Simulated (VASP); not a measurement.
Wanted: the native input for a VASP 6.6.1 run.

```yaml
Task: band structure
Functional: TB-mBJ
Potentials_or_basis: VASP PAW PBE potentials, release 64 (Si, C)
Cutoff: 520 eV
k_mesh: 10 × 10 × 6
Occupations: gaussian, width 0.02 eV
Spin: no spin polarisation
Ladder: free
Further_INCAR_settings: ALGO = Normal; EDIFF = 1e-06
```

The system is SiC (Moissanite).

```
Si C
1.0
     3.07600    0.00000    0.00000
    -1.53800    2.66389    0.00000
     0.00000    0.00000    5.04800
Si C
2 2
Direct
  0.66667 0.33333 0.50000
  0.33333 0.66667 0.00000
  0.66667 0.33333 0.88500
  0.33333 0.66667 0.38500
```

These files were run (other wordings do the same):

POSCAR

```
SiC
1.0
    3.0760000000      0.0000000000      0.0000000000
   -1.5380000000      2.6638941420      0.0000000000
    0.0000000000      0.0000000000      5.0480000000
Si C
2 2
Direct
    0.6666666667      0.3333333333      0.5000000000
    0.3333333333      0.6666666667      0.0000000000
    0.6666666667      0.3333333333      0.8850000000
    0.3333333333      0.6666666667      0.3850000000
```

INCAR.step1

```
PREC = Accurate
ENCUT = 520
EDIFF = 1E-5
ISMEAR = 0
SIGMA = 0.02
LREAL = False
LASPH = True
NELM = 60
ALGO = Normal
ISIF = 2
LWAVE = True
LCHARG = False
GGA = PE
```

INCAR.step2

```
PREC = Accurate
ENCUT = 520
EDIFF = 1E-6
ISMEAR = 0
SIGMA = 0.02
LREAL = False
LASPH = True
NELM = 60
ALGO = Normal
ISIF = 2
LWAVE = False
LCHARG = False
METAGGA = MBJ
ISTART = 1
```

KPOINTS

```
Automatic mesh
0
Gamma
  10 10 6
```

KPOINTS_OPT

```
path GMKGALHA,LM,KH
10
line-mode
reciprocal
 0.0000000000  0.0000000000  0.0000000000  G
 0.5000000000  0.0000000000  0.0000000000  M

 0.5000000000  0.0000000000  0.0000000000  M
 0.3333333333  0.3333333333  0.0000000000  K

 0.3333333333  0.3333333333  0.0000000000  K
 0.0000000000  0.0000000000  0.0000000000  G

 0.0000000000  0.0000000000  0.0000000000  G
 0.0000000000  0.0000000000  0.5000000000  A

 0.0000000000  0.0000000000  0.5000000000  A
 0.5000000000  0.0000000000  0.5000000000  L

 0.5000000000  0.0000000000  0.5000000000  L
 0.3333333333  0.3333333333  0.5000000000  H

 0.3333333333  0.3333333333  0.5000000000  H
 0.0000000000  0.0000000000  0.5000000000  A

 0.5000000000  0.0000000000  0.5000000000  L
 0.5000000000  0.0000000000  0.0000000000  M

 0.3333333333  0.3333333333  0.0000000000  K
 0.3333333333  0.3333333333  0.5000000000  H
```

Potentials or basis: VASP PAW PBE potentials, release 64 (Si, C).

Run with:

```bash
$ cat potpaw_PBE.64/Si/POTCAR potpaw_PBE.64/C/POTCAR > POTCAR
$ cp INCAR.step1 INCAR
$ mpirun -np 1 vasp_std > vasp.out
$ cp INCAR.step2 INCAR
$ mpirun -np 1 vasp_std > vasp.out
```

Results of the run:

```
Band gap on the k mesh  : 3.47 eV, indirect (least direct gap 5.07 eV)
Band gap along the path : 3.34 eV, indirect (least direct gap 5.07 eV)
```

Caveat: the mesh misses the band edges, which the band path finds closer together.

Wall time 80 s on 1 thread of Intel(R) Xeon(R) Platinum 8559C (Emerald Rapids), with other jobs on the host, peak memory 0.18 GiB.
